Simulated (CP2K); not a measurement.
# InAs (F-43m) in CP2K: notebook

Aim: see how the results for InAs move with the level of theory and the settings. Levels: PBEsol, LDA, r2SCAN. Tasks: band structure.

Program: CP2K 2026.2. These are calculated values, not measurements. Logs are shortened: lines on timing, memory, paths and dates and some standing lists are left out, and cuts for length are marked.

**Measured values to compare with.**

From a printed reference work, data compilation, for a bulk crystal of InAs at 4.2 K: band gap 0.418 eV (direct).

The results are compared with them further down.

## (1) Starting point

Symmetry: F-43m, No. 216, cubic system. The conventional cell has a = 6.036 Å, b = 6.036 Å, c = 6.036 Å, α = 90.00°, β = 90.00°, γ = 90.00°. In (site symmetry -43m) is surrounded by 4 As at 2.61 Å. As (site symmetry -43m) has 4 In at 2.61 Å as nearest neighbours.

## (2) Band structure, PBEsol

The input, inas_bands.inp:

```
&GLOBAL
  PROJECT inas_bands
  RUN_TYPE ENERGY_FORCE
  PRINT_LEVEL LOW
&END GLOBAL
&FORCE_EVAL
  METHOD QS
  STRESS_TENSOR ANALYTICAL
  &DFT
    BASIS_SET_FILE_NAME BASIS_MOLOPT_UZH
    POTENTIAL_FILE_NAME POTENTIAL_UZH
    &MGRID
      CUTOFF 450
      REL_CUTOFF 60
      NGRIDS 5
    &END MGRID
    &QS
      METHOD GPW
      EPS_DEFAULT 1.0E-9
    &END QS
    &KPOINTS
      SCHEME MONKHORST-PACK 8 8 8
      GAMMA_CENTERED T
      SYMMETRY T
      SYMMETRY_BACKEND SPGLIB
    &END KPOINTS
    &SCF
      SCF_GUESS ATOMIC
      EPS_SCF 1.0E-6
      MAX_SCF 100
      ADDED_MOS 10
      CHOLESKY OFF
      EPS_EIGVAL 1.0E-7
      &DIAGONALIZATION ON
        ALGORITHM STANDARD
      &END DIAGONALIZATION
      &MIXING ON
        METHOD BROYDEN_MIXING
        ALPHA 0.4
        BETA 1.5
        NBUFFER 8
      &END MIXING
      &SMEAR ON
        METHOD FERMI_DIRAC
        ELECTRONIC_TEMPERATURE 580.23
      &END SMEAR
    &END SCF
    &XC
      &XC_FUNCTIONAL
        &GGA_X_PBE_SOL
        &END GGA_X_PBE_SOL
        &GGA_C_PBE_SOL
        &END GGA_C_PBE_SOL
      &END XC_FUNCTIONAL
    &END XC
    &PRINT
      &KPOINTS ON
      &END KPOINTS
      &MULLIKEN ON
      &END MULLIKEN
      &MO ON
        ENERGIES T
        OCCUPATION_NUMBERS T
        &EACH
          QS_SCF 0
        &END EACH
        ADD_LAST NUMERIC
      &END MO
      &BAND_STRUCTURE
        FILE_NAME bands.bs
        ADDED_MOS 6
        &KPOINT_SET
          UNITS B_VECTOR
          NPOINTS 6
          SPECIAL_POINT GAMMA 0.00000000 0.00000000 0.00000000
          SPECIAL_POINT X 0.50000000 0.00000000 0.50000000
          SPECIAL_POINT W 0.50000000 0.25000000 0.75000000
          SPECIAL_POINT K 0.37500000 0.37500000 0.75000000
          SPECIAL_POINT GAMMA 0.00000000 0.00000000 0.00000000
          SPECIAL_POINT L 0.50000000 0.50000000 0.50000000
          SPECIAL_POINT U 0.62500000 0.25000000 0.62500000
          SPECIAL_POINT W 0.50000000 0.25000000 0.75000000
          SPECIAL_POINT L 0.50000000 0.50000000 0.50000000
          SPECIAL_POINT K 0.37500000 0.37500000 0.75000000
        &END KPOINT_SET
        &KPOINT_SET
          UNITS B_VECTOR
          NPOINTS 6
          SPECIAL_POINT U 0.62500000 0.25000000 0.62500000
          SPECIAL_POINT X 0.50000000 0.00000000 0.50000000
        &END KPOINT_SET
      &END BAND_STRUCTURE
    &END PRINT
  &END DFT
  &SUBSYS
    &CELL
      ABC 4.2680965312 4.2680965313 4.2680965312
      ALPHA_BETA_GAMMA 60.0000000003 60.0000000000 60.0000000005
      PERIODIC XYZ
    &END CELL
    &COORD
      SCALED
      In  0.0000000000 0.0000000000 0.0000000000
      As  0.7500000000 0.7500000000 0.7500000000
    &END COORD
    &KIND In
      BASIS_SET TZVP-MOLOPT-PBE-GTH-q13
      POTENTIAL GTH-PBE-q13
    &END KIND
    &KIND As
      BASIS_SET TZVP-MOLOPT-PBE-GTH-q5
      POTENTIAL GTH-PBE-q5
    &END KIND
    &PRINT
      &ATOMIC_COORDINATES ON
      &END ATOMIC_COORDINATES
      &CELL ON
      &END CELL
    &END PRINT
  &END SUBSYS
  &PRINT
    &FORCES ON
    &END FORCES
    &STRESS_TENSOR ON
    &END STRESS_TENSOR
  &END PRINT
&END FORCE_EVAL
```

Potentials or basis: POTENTIAL_UZH In GTH-PBE-q13, As GTH-PBE-q5; TZVP-MOLOPT-PBE-GTH basis.

On the command line:

```sh
$ OMP_NUM_THREADS=1 cp2k.psmp -i inas_bands.inp -o inas_bands.out
```

inas_bands.out:

```text

 CP2K| version string:                                       CP2K version 2026.2
 CP2K| Input file name                                            inas_bands.inp

 GLOBAL| Force Environment number                                              1
 GLOBAL| Basis set file name                                    BASIS_MOLOPT_UZH
 GLOBAL| Potential file name                                       POTENTIAL_UZH
 GLOBAL| MM Potential file name                                     MM_POTENTIAL
 GLOBAL| Coordinate file name                                      __STD_INPUT__
 GLOBAL| Method name                                                        CP2K
 GLOBAL| Project name                                                 inas_bands
 GLOBAL| Run type                                                   ENERGY_FORCE
 GLOBAL| FFT library                                                       FFTW3
[... 6 lines left out ...]
 GLOBAL| Total number of message passing processes                             1
 GLOBAL| Number of threads for this process                                    1
 GLOBAL| CPU model name                                                  UNKNOWN

 CELL| Volume [angstrom^3]:                                            54.977844
 CELL| Vector a [angstrom]:       4.268     0.000     0.000   |a| =     4.268097
 CELL| Vector b [angstrom]:       2.134     3.696     0.000   |b| =     4.268097
 CELL| Vector c [angstrom]:       2.134     1.232     3.485   |c| =     4.268097
 CELL| Angle (b,c), alpha [degree]:                                    60.000000
 CELL| Angle (a,c), beta  [degree]:                                    60.000000
 CELL| Angle (a,b), gamma [degree]:                                    60.000000
 CELL| Numerically orthorhombic:                                              NO
 CELL| Periodicity                                                           XYZ

 CELL_REF| Volume [angstrom^3]:                                        54.977844
 CELL_REF| Vector a [angstrom     4.268     0.000     0.000   |a| =     4.268097
 CELL_REF| Vector b [angstrom     2.134     3.696     0.000   |b| =     4.268097
 CELL_REF| Vector c [angstrom     2.134     1.232     3.485   |c| =     4.268097
 CELL_REF| Angle (b,c), alpha [degree]:                                60.000000
 CELL_REF| Angle (a,c), beta  [degree]:                                60.000000
 CELL_REF| Angle (a,b), gamma [degree]:                                60.000000
 CELL_REF| Numerically orthorhombic:                                          NO
 CELL_REF| Periodicity                                                       XYZ
[... 10 lines left out ...]

  Total number of            - Atomic kinds:                                   2
                             - Atoms:                                          2
                             - Shell sets:                                     2
                             - Shells:                                        17
                             - Primitive Cartesian functions:                 10
                             - Cartesian basis functions:                     58
                             - Spherical basis functions:                     51

  Maximum angular momentum of- Orbital basis functions:                        3
                             - Local part of the GTH pseudopotential:          0
                             - Non-local part of the GTH pseudopotential:      4

 MODULE QUICKSTEP: ATOMIC COORDINATES IN ANGSTROM

   Atom Kind Element         X             Y             Z       Z(eff)     Mass
      1    1 In   49      0.000000      0.000000      0.000000  13.0000 114.8180
      2    2 As   33      6.402145      3.696280      2.613665   5.0000  74.9216

 SCF PARAMETERS         Density guess:                                    ATOMIC
                        --------------------------------------------------------
                        max_scf:                                             100
[... 7 lines left out ...]
                        --------------------------------------------------------
                        level_shift [a.u.]:                             0.000000
                        added MOs                                        10    0
                        --------------------------------------------------------
                        Mixing method:                            BROYDEN_MIXING
                                                charge density mixing in g-space
                        --------------------------------------------------------
                        Smear method:                                FERMI_DIRAC
                        Electronic temperature [K]:                        580.2
                        Electronic temperature [a.u.]:                  1.84E-03
                        Accuracy threshold:                             1.00E-10
[... 20 lines left out ...]
 BRILLOUIN|     5           0.04688       -0.37500       -0.37500        0.12500
 BRILLOUIN|     6           0.02344       -0.37500       -0.37500        0.25000
[... 21 lines left out ...]
 BRILLOUIN|    28           0.00781        0.00000        0.00000        0.50000
 BRILLOUIN|    29           0.00586        0.00000        0.50000        0.50000
 *******************************************************************************

 Extrapolation method: initial_guess

 Number of electrons:                                                         18
 Number of occupied orbitals:                                                  9
 Number of molecular orbitals:                                                19

 Number of orbital functions:                                                 51
 Number of independent orbital functions:                                     51

 SCF WAVEFUNCTION OPTIMIZATION

  Step     Update method      Time    Convergence         Total energy    Change
  ------------------------------------------------------------------------------
     1 NoMix/Diag. 0.40E+00    3.0     1.06083026       -62.6302907749 -6.26E+01
     2 Broy./Diag. 0.40E+00    2.7     0.03695473       -62.7322875664 -1.02E-01
     3 Broy./Diag. 0.40E+00    2.7     0.09527238       -62.5663827988  1.66E-01
     4 Broy./Diag. 0.40E+00    2.7     0.00594590       -62.5046448749  6.17E-02
     5 Broy./Diag. 0.40E+00    2.7     0.00389442       -62.5314854238 -2.68E-02
     6 Broy./Diag. 0.40E+00    2.7     0.00341088       -62.5333241607 -1.84E-03
     7 Broy./Diag. 0.40E+00    2.7     0.00066638       -62.5334976720 -1.74E-04
     8 Broy./Diag. 0.40E+00    2.7     0.00097951       -62.5362795283 -2.78E-03
     9 Broy./Diag. 0.40E+00    2.7     0.00017187       -62.5381874117 -1.91E-03
    10 Broy./Diag. 0.40E+00    2.7     0.00005308       -62.5382990548 -1.12E-04
    11 Broy./Diag. 0.40E+00    2.7     0.00004112       -62.5382202099  7.88E-05
    12 Broy./Diag. 0.40E+00    2.7     0.00000720       -62.5381803796  3.98E-05
    13 Broy./Diag. 0.40E+00    2.7     0.00000309       -62.5381732386  7.14E-06
    14 Broy./Diag. 0.40E+00    2.7     0.00000199       -62.5381688423  4.40E-06
    15 Broy./Diag. 0.40E+00    2.7     0.00000037       -62.5381648847  3.96E-06

  *** SCF run converged in    15 steps ***

  Electronic density on regular grids:        -17.9999999747        0.0000000253
  Core density on regular grids:               17.9999999757       -0.0000000243
  Total charge density on r-space grids:        0.0000000010
  Total charge density g-space grids:           0.0000000010

  Overlap energy of the core charge distribution:               0.00000000155519
  Self energy of the core charge distribution:               -103.50942136637683
  Core Hamiltonian energy:                                     31.14484194103848
  Hartree energy:                                              18.74962130637335
  Exchange-correlation energy:                                 -8.92318761450820
  Electronic entropic energy:                                  -0.00001915279817
  Fermi energy:                                                 0.16617630462171

  Total energy:                                               -62.53816488472010
  Total energy (extrapolated to T->0):                        -62.53815530832102

 MO| EIGENVALUES AND OCCUPATION NUMBERS FOR K POINT 1
 MO|
 MO|  Index      Eigenvalue [a.u.]        Eigenvalue [eV]             Occupation
 MO|      1              -0.368922             -10.038870               2.000000
 MO|      2              -0.363781              -9.898979               2.000000
 MO|      3              -0.363781              -9.898979               2.000000
 MO|      4              -0.359669              -9.787096               2.000000
 MO|      5              -0.359669              -9.787096               2.000000
 MO|      6              -0.230826              -6.281100               2.000000
[... 343 lines left out ...]
 MO|     18               0.715373              19.466299               0.000000
 MO|     19               0.743462              20.230621               0.000000
 MO| Sum:                                                              18.000000
 MO| E(Fermi):            0.166176 a.u.          4.521887 eV

 [... the levels of further k-points ...]

 !-----------------------------------------------------------------------------!
                     Mulliken Population Analysis

 #  Atom  Element  Kind  Atomic population                           Net charge
       1     In       1         12.927386                              0.072614
       2     As       2          5.072614                             -0.072614
 # Total charge                             18.000000                 -0.000000

 !-----------------------------------------------------------------------------!

 KPOINTS| Band Structure Calculation
 KPOINTS| Number of k-point sets                                               2
 KPOINTS| Number of added MOs/bands                                            6
 KPOINTS| Number of k-points in set    1                                      55
 KPOINTS| In units of b-vector [2pi/Bohr]
 KPOINTS| Special point     1       GAMMA     0.000000     0.000000     0.000000
 KPOINTS| Special point     2           X     0.500000     0.000000     0.500000
 KPOINTS| Special point     3           W     0.500000     0.250000     0.750000
 KPOINTS| Special point     4           K     0.375000     0.375000     0.750000
 KPOINTS| Special point     5       GAMMA     0.000000     0.000000     0.000000
 KPOINTS| Special point     6           L     0.500000     0.500000     0.500000
 KPOINTS| Special point     7           U     0.625000     0.250000     0.625000
 KPOINTS| Special point     8           W     0.500000     0.250000     0.750000
 KPOINTS| Special point     9           L     0.500000     0.500000     0.500000
 KPOINTS| Special point    10           K     0.375000     0.375000     0.750000
 KPOINTS| Number of k-points in set    2                                       7
 KPOINTS| In units of b-vector [2pi/Bohr]
 KPOINTS| Special point     1           U     0.625000     0.250000     0.625000
 KPOINTS| Special point     2           X     0.500000     0.000000     0.500000

 ENERGY| Total FORCE_EVAL ( QS ) energy [hartree]            -62.538163856178805

 FORCES| Atomic forces [hartree/bohr]
 FORCES|   Atom     x               y               z               |f|
 FORCES|      1  1.34278012E-09  7.97974992E-09 -5.26093691E-09   9.65178349E-09
 FORCES|      2 -2.00934282E-09 -8.36257094E-09  4.99304760E-09   9.94487686E-09
 FORCES| Sum    -6.66562697E-10 -3.82821020E-10 -2.67889310E-10
 FORCES| Total atomic force                                       8.14016243E-10

 STRESS| Analytical stress tensor [bar]
 STRESS|                        x                   y                   z
 STRESS|      x        2.84938651121E+04  -1.50461307767E-01  -8.41132088667E-02
 STRESS|      y       -1.50461307767E-01   2.84940803380E+04  -8.00640246181E-02
 STRESS|      z       -8.41132088667E-02  -8.00640246181E-02   2.84942611210E+04
 STRESS| 1/3 Trace                                             2.84940688570E+04
 STRESS| Determinant                                           2.31346752927E+13

 STRESS| Eigenvectors and eigenvalues of the analytical stress tensor [bar]
 STRESS|                        1                   2                   3
 STRESS| Eigenvalues   2.84937626987E+04   2.84941503204E+04   2.84942935519E+04
 STRESS|      x           0.859210014726     -0.505097263672     -0.081454925119
 STRESS|      y           0.462261313424      0.834639454376     -0.299485324031
 STRESS|      z           0.219254711936      0.219667329000      0.950617502397
```

Run time: 48 s. Hardware: 1 thread of Arm Neoverse V2, shared host; peak memory 0.35 GiB.

Results:

```
Free energy            : -1701.7500 eV
Pressure               : 2.8 GPa
Band gap on the k mesh : none (metal or under the smearing width)
Mulliken charges       : In +0.07; As -0.07 e
```

Levels at the corners of the path, in eV from the Fermi level:
| point | band 5 | band 6 | band 7 | band 8 | band 9 | band 10 | band 11 | band 12 | band 13 | band 14 |
| --- | --- | --- | --- | --- | --- | --- | --- | --- | --- | --- |
| Γ | -14.32 | -12.00 | -0.34 | -0.05 | -0.05 | -0.05 | 3.75 | 3.75 | 3.75 | 7.88 |
| X | -14.29 | -9.93 | -6.02 | -2.45 | -2.45 | 1.32 | 1.89 | 9.18 | 9.28 | 9.28 |
| W | -14.30 | -9.87 | -5.88 | -3.11 | -3.04 | 4.15 | 4.17 | 4.90 | 5.97 | 9.84 |
| K | -14.30 | -9.94 | -5.88 | -3.45 | -2.07 | 1.92 | 4.17 | 7.26 | 7.42 | 7.76 |
| Γ | -14.32 | -12.00 | -0.34 | -0.05 | -0.05 | -0.05 | 3.75 | 3.75 | 3.75 | 7.88 |
| L | -14.31 | -10.49 | -5.96 | -1.08 | -1.08 | 0.78 | 4.56 | 4.56 | 6.81 | 9.41 |
| U | -14.30 | -9.94 | -5.88 | -3.45 | -2.07 | 1.92 | 4.17 | 7.26 | 7.42 | 7.76 |
| W | -14.30 | -9.87 | -5.88 | -3.11 | -3.04 | 4.15 | 4.17 | 4.90 | 5.97 | 9.84 |
| L | -14.31 | -10.49 | -5.96 | -1.08 | -1.08 | 0.78 | 4.56 | 4.56 | 6.81 | 9.41 |
| K | -14.30 | -9.94 | -5.88 | -3.45 | -2.07 | 1.92 | 4.17 | 7.26 | 7.42 | 7.76 |
| U | -14.30 | -9.94 | -5.88 | -3.45 | -2.07 | 1.92 | 4.17 | 7.26 | 7.42 | 7.76 |
| X | -14.29 | -9.93 | -6.02 | -2.45 | -2.45 | 1.32 | 1.89 | 9.18 | 9.28 | 9.28 |

Caveat: Mulliken charges move with the basis; the potentials were made for another functional, which shifts forces and pressure; spin-orbit coupling is left out, which moves the levels of the heavy elements; the basis of atomic orbitals isn't converged, which shifts pressures, moduli and gaps.

(Part 1 of 2 ends here.)
